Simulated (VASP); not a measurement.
Runs of VASP 6.6.1 on LiH. All rows change the cell; the cell of one of them follows. The structure is tetragonal, space group P4/mmm (No. 123). The conventional cell has a = 2.537 Å, b = 2.537 Å, c = 2.502 Å, α = 90.00°, β = 90.00°, γ = 90.00°. Li (site symmetry 4/mmm) has 8 H at 2.19 Å and 2 Li at 2.50 Å as nearest neighbours. H (site symmetry 4/mmm) is surrounded by 8 Li at 2.19 Å and 2 H at 2.50 Å. The cell was built by a generator and needn't be a form met in nature.

| level | cell | k mesh | exchange at q = 0 | grid for exact exchange (PRECFOCK) | screening parameter | gap on the mesh (eV) |
| --- | --- | --- | --- | --- | --- | --- |
| r2SCAN | biaxial_xy strain +1.4% | 10 × 10 × 10 | - | - | - | (a) |
| HSE06 | uniaxial_z strain -5.7% | 8 × 8 × 8 | truncated | Normal | 0.2079 1/A | 1.16 |
| HSE06 | biaxial_xy strain +1.4% | 8 × 8 × 8 | truncated | Normal | 0.2079 1/A | 1.38 |
| r2SCAN | epitaxial_xy strain -0.5% | 10 × 10 × 10 | - | - | - | 1.27 |

Alike in all rows: task single point; potentials or basis VASP PAW PBE potentials, release 64 (Li_sv, H); no spin polarisation; cutoff (eV) 520; smearing gaussian 0.01 eV.

Q: Estimate the missing entries.

A: (a) 1.24.

A k mesh can miss the band edges.
